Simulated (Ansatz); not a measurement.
Runs of Ansatz 0.2.0 on CdS (Hawleyite). Symmetry: F-43m, No. 216, cubic system. The conventional cell has a = 5.833 Å, b = 5.833 Å, c = 5.833 Å, α = 90.00°, β = 90.00°, γ = 90.00°. Around Cd (site symmetry -43m) lie 4 S at 2.53 Å. Around S (site symmetry -43m) lie 4 Cd at 2.53 Å. 

```csv
task,level,potentials or basis,cell,k mesh,cutoff (eV),smearing,basis error allowed,mesh quality,gap on the mesh (eV),pressure (GPa)
single point,HSE06+D4,all-electron PAW datasets made for the crystal,as given,4 × 4 × 4,290,fixed,-,coarse,2.18,-0.2
atomic charges,PBEsol+D4,"all-electron LAPW, scalar-relativistic","atoms moved at random, drawn with an rms of 0.1 Å",8 × 8 × 8,277,tetrahedron,0.001 eV/atom,not flagged,1.00,-0.9
elastic constants,RPBE-LYP,"all-electron LAPW, scalar-relativistic",as given,6 × 6 × 6,265,fixed,0.001 eV/atom,not flagged,(a),8.4
projected density of states,r2SCAN+rVV10,all-electron PAW datasets made for the crystal,as given,8 × 8 × 8,260,fixed,-,not flagged,1.54,(b)
```

Alike in all rows: no spin polarisation.

Estimate the missing entries.

(a) 1.26; (b) 0.5.

Caveats: some runs use coarse meshes; with tetrahedron occupations forces and stress needn't match the slope of the energy (some runs); the cell is more than 3 GPa from zero pressure, which shifts response properties (some runs); the program warned that the printed levels may be off, so bands, gaps and densities of states are rough (some runs).

A k mesh can miss the band edges, and the runs leave out spin-orbit coupling on Cd.

The runs don't all hold the same shells in valence.

Runs at the PBE level aren't shown here.
